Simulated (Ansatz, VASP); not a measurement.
# One calculation of PtSe2, two programs

Contents of INCAR:

```
SYSTEM = PtSe2
PREC = Accurate ; ENCUT = 520
EDIFF = 1E-6 ; ISMEAR = 0
SIGMA = 0.15 ; LREAL = .FALSE.
LASPH = .TRUE. ; NELM = 80
ALGO = Normal ; ISIF = 2
LWAVE = .FALSE. ; LCHARG = .FALSE.
GGA = PE ; NBANDS = 18
```

File KPOINTS:

```
Automatic mesh
0
G
  12 12 10
  0 0 0
```

Contents of POSCAR:

```
PtSe2
1.0
    4.0219206530      0.0000000000      0.0000000000
   -2.0109603265      3.4830854575      0.0000000000
    0.0000000000      0.0000000000      4.8595200000
Pt Se
1 2
Direct
    0.0000000000      0.0000000000      0.0000000000
    0.3333333333      0.6666666667      0.2500000000
    0.6666666667      0.3333333333      0.7500000000
```

Input for Ansatz:

```yaml
crystal:
  lattice:
    - [4.021920653, 0.0, 0.0]
    - [-2.0109603265, 3.4830854575, 0.0]
    - [0.0, 0.0, 4.85952]
  atoms:
    - { symbol: Pt, position: [0.0, 0.0, 0.0] }
    - { symbol: Se, position: [0.3333333333, 0.6666666667, 0.25] }
    - { symbol: Se, position: [0.6666666667, 0.3333333333, 0.75] }
basis:
  ecutwfc: 420
kpoints:
  mp_grid: { grid: [12, 12, 10] }
hamiltonian:
  xc: pbe
scf:
  occupations: { method: gaussian, width: 0.15 }
output:
  forces: true
  stress: true
  eigenvalues: true
```

Change from the starting cell: strain +0.080 along x and y, -0.040 along z, atoms carried along.

Alike in both runs: task single point; functional PBE; k mesh 12 × 12 × 10; occupations gaussian, width 0.15 eV; no spin polarisation.

|  | VASP | Ansatz |
| --- | --- | --- |
| version | VASP 6.6.1 | Ansatz 0.2.0 |
| potentials or method | VASP PAW PBE potentials, release 64 (Pt, Se) | scalar-relativistic, plane waves, PAW |
| plane-wave cutoff (eV) | 520 | 420 |
| valence electrons in the cell | 22 | 50 |

|  | VASP | Ansatz | Ansatz less VASP |
| --- | --- | --- | --- |
| gap on the k mesh at the Fermi level (eV) | none | none | - |
| pressure (GPa) | -7.9 | -7.8 | +0.05 |
| largest component of the traceless stress (GPa) | 5.72 | 5.72 | -0.001 |
| rms of the force components (eV/Å) | 0.175 | 0.176 | +0.0005 |

Atom by atom the forces differ by 0.001 eV/Å (rms over components). A gap of «none» marks a metal or a gap that the smearing closes. The two sets of potentials don't hold the same shells in valence.

The runs have no spin-orbit coupling, so splittings on Pt are missing.
